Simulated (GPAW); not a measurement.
Pt:

```
Pt
1.0
     2.76067    0.00000    0.00000
    -1.38033    2.39081    0.00000
     0.00000    0.00000    4.79213
Pt
2
Direct
  0.33333 0.66667 0.25000
  0.66667 0.33333 0.75000
```

This isn't the form of Pt at room conditions, which is fcc.

* Program: GPAW 26.7.0
* Task: relaxation of cell and atoms
* Functional: PBEsol
* Dispersion: D4
* Potentials or basis: PAW data sets generated in the run's folder for this functional
* Cutoff: 600 eV
* Basis: pw
* k mesh: 8 × 8 × 4
* Occupations: fermi-dirac, width 0.05 eV
* Spin: no spin polarisation

At the start: pressure -14.5 GPa; volume 15.81 Å³/atom.

Problem. How do energy, volume and symmetry change on relaxing?

Solution. Over 6 steps the energy falls by 47.7 meV/atom and the volume is 14.90 Å³/atom (-5.8 %); space group P6_3/mmc (No. 194, to 0.05 Å).

The path:
| step | energy change (eV) | largest force (eV/Å) | pressure (GPa) | volume (Å³) |
| --- | --- | --- | --- | --- |
| 1 | 0.0000 | 0.0000 | -14.53 | 31.63 |
| 2 | -0.0678 | 0.0000 | -7.45 | 30.67 |
| 3 | -0.0909 | 0.0000 | 1.12 | 29.72 |
| 4 | -0.0925 | 0.0000 | 0.41 | 29.78 |
| 5 | -0.0953 | 0.0000 | -0.44 | 29.84 |
| 6 | -0.0954 | 0.0000 | -0.14 | 29.80 |

Final structure:
```xyz
2
Lattice="2.7291 0.0000 0.0000 -1.3645 2.3634 0.0000 0.0000 0.0000 4.6209" Properties=species:S:1:pos:R:3 pbc="T T T"
Pt    0.0000    1.5756    1.1552
Pt    1.3645    0.7878    3.4657
```

Caveat: later steps reuse the first step's grids; pairwise dispersion overbinds metals, which lowers pressure and volume.
